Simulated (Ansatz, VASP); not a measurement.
# TaH3: VASP beside Ansatz

```xyz
16
Lattice="-4.1680 4.1680 4.1680 4.1680 -4.1680 4.1680 4.1680 4.1680 -4.1680" Properties=species:S:1:pos:R:3 pbc="T T T"
Ta    2.0840    2.0840    2.0840
Ta    2.0840    2.0840   -2.0840
Ta    2.0840   -2.0840    2.0840
Ta   -2.0840    2.0840    2.0840
H     4.1680    2.2460    1.9220
H     1.9220    4.1680    2.2460
H     2.2460    1.9220    4.1680
H     4.1680    2.2460   -1.9220
H     6.0900    0.0000    1.9220
H     1.9220    2.2460    0.0000
H     0.0000    1.9220    6.0900
H     2.2460    0.0000    1.9220
H     2.2460   -1.9220    4.1680
H     0.0000    1.9220    2.2460
H    -1.9220    4.1680    2.2460
H     1.9220    6.0900    0.0000
```

Alike in both runs: task single point; functional PBE; k mesh 4 × 4 × 4; occupations gaussian, width 0.1 eV; no spin polarisation.

|  | VASP | Ansatz |
| --- | --- | --- |
| version | VASP 6.6.1 | Ansatz 0.2.0 |
| potentials or method | VASP PAW PBE potentials, release 64 (Ta_pv, H) | scalar-relativistic, plane waves, PAW |
| plane-wave cutoff (eV) | 520 | 420 |
| valence electrons in the cell | 56 | 64 |

Ansatz gave:

* gap on the k mesh at the Fermi level (eV): none
* pressure (GPa): -14.8
* rms of the force components (eV/Å): 0.101

Question: Estimate VASP's values.

Answer: gap on the k mesh at the Fermi level (eV): none; pressure (GPa): -14.9; rms of the force components (eV/Å): 0.101.

Atom by atom the forces differ by 0.000 eV/Å (rms over components). A gap of «none» marks a metal or a gap that the smearing closes. With one functional, cell and mesh, what is left measures potentials, basis and numerics. The two sets of potentials don't hold the same shells in valence.

Spin-orbit coupling is left out, which matters for the levels of Ta.
